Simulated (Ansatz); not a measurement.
Input and command of a calculation in Ansatz (plane waves; scalar-relativistic PAW potentials unless the input names others):

```yaml
crystal:
  lattice:
    - [0.0, 2.687358016, 2.687358016]
    - [2.687358016, 0.0, 2.687358016]
    - [2.687358016, 2.687358016, 0.0]
  atoms:
    - { symbol: Li, position: [0.0, 0.0, 0.0] }
    - { symbol: Br, position: [0.5, 0.5, 0.5] }
basis:
  ecutwfc: 420
kpoints:
  mp_grid: { grid: [8, 8, 8] }
hamiltonian:
  xc: pbesol
scf:
  occupations: { method: fixed }
  max_iter: 50
output:
  forces: true
  eigenvalues: true
  stress: true
accuracy: 2.5
```

```bash
ansatz run input.yaml --threads 1 --pin off --max-ram 1228MiB --backend cpu --events-out ev --progress --plain --runs-dir out
```

What will the program do with this input?

The program refuses it, because of a value of the wrong type (accuracy: not typed → 2.5). Without that key it is accepted.

Abridged log:
```
Error: YAML parse error: error: line 22 column 1: unknown variant `2.5`, expected one of low, medium, high
  --> <input>:22:1
   |
20 |   eigenvalues: true
21 |   stress: true
22 | accuracy: 2.5
   | ^ unknown variant `2.5`, expected one of low, medium, high
```